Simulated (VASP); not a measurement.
GaAs:

```
CELL_PARAMETERS angstrom
0.00000 2.54307 2.54307
2.54307 0.00000 2.54307
2.54307 2.54307 0.00000
ATOMIC_POSITIONS crystal
Ga 0.00000 0.00000 0.00000
As 0.50000 0.50000 0.50000
```

The cell was built by a generator and needn't be a form met in nature.

- Program: VASP 6.6.1
- Task: relaxation of cell and atoms
- Functional: PBE
- Potentials or basis: VASP PAW PBE potentials, release 64 (Ga_d, As)
- Cutoff: 600 eV
- k mesh: 8 × 8 × 8
- Occupations: fermi-dirac, width 0.02 eV
- Spin: no spin polarisation

At the start: pressure 19.2 GPa; volume 16.45 Å³/atom.

Problem. Where does the relaxation end?

Solution. Over 5 steps the energy falls by 163.8 meV/atom and the volume is 19.72 Å³/atom (+19.9 %); space group Fm-3m (No. 225, to 0.05 Å).

The path:
| step | energy change (eV) | largest force (eV/Å) | pressure (GPa) | volume (Å³) |
| --- | --- | --- | --- | --- |
| 1 | 0.0000 | 0.0000 | 19.20 | 32.89 |
| 2 | -0.2625 | 0.0000 | -5.10 | 43.19 |
| 3 | -0.3277 | 0.0000 | 0.14 | 39.35 |
| 4 | -0.3277 | 0.0000 | -0.07 | 39.49 |
| 5 | -0.3277 | 0.0000 | -0.01 | 39.44 |

Final structure:
```
Ga As
1.0
     0.00000    2.70175    2.70175
     2.70175    0.00000    2.70175
     2.70175    2.70175    0.00000
Ga As
1 1
Cartesian
  0.0000 0.0000 0.0000
  2.7018 2.7018 2.7018
```

Caveat: the volume moved by over 15 % at a fixed basis, so the end points are rough.
